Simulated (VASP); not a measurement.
A run of VASP 6.6.1:

INCAR

```
  PREC = Accurate
  ENCUT = 600
  EDIFF = 1E-7
  ISMEAR = -1
  SIGMA = 0.05
  LREAL = False
  LASPH = True
  NELM = 80
  ALGO = Fast
  ISIF = 3
  LWAVE = False
  LCHARG = False
  GGA = CX
  LUSE_VDW = True
  AGGAC = 0.0
  IBRION = 2
  NSW = 40
  EDIFFG = -0.01
```

Contents of KPOINTS:

```
Automatic mesh
0
Gamma
  12 12 4
```

POSCAR

```
C
1.0
    2.5221000000      0.0000000000      0.0000000000
   -1.2610500000      2.1842026709      0.0000000000
    0.0000000000      0.0000000000      8.2371000000
C
8
Direct
    0.6666666667      0.3333333333      0.8437500000
    0.3333333333      0.6666666667      0.3437500000
    0.6666666667      0.3333333333      0.6562500000
    0.3333333333      0.6666666667      0.1562500000
    0.0000000000      0.0000000000      0.9062500000
    0.0000000000      0.0000000000      0.4062500000
    0.0000000000      0.0000000000      0.5937500000
    0.0000000000      0.0000000000      0.0937500000
```

Potentials or basis: VASP PAW PBE potentials, release 64 (C).

The run is started by

```console
$ cat potpaw_PBE.64/C/POTCAR > POTCAR
$ mpirun -np 1 vasp_std > vasp.out
```

Hardware: 1 thread of Intel(R) Xeon(R) Platinum 8375C CPU @ 2.90GHz (Ice Lake) (shared host).

**Question.** How long does it take, and how much memory?

**Answer.** Run time: 10 min on 1 thread of Intel(R) Xeon(R) Platinum 8375C CPU @ 2.90GHz (Ice Lake), on a shared host, peak memory 0.37 GiB. Counts: scf iterations 54, k points 57, ion steps 6.
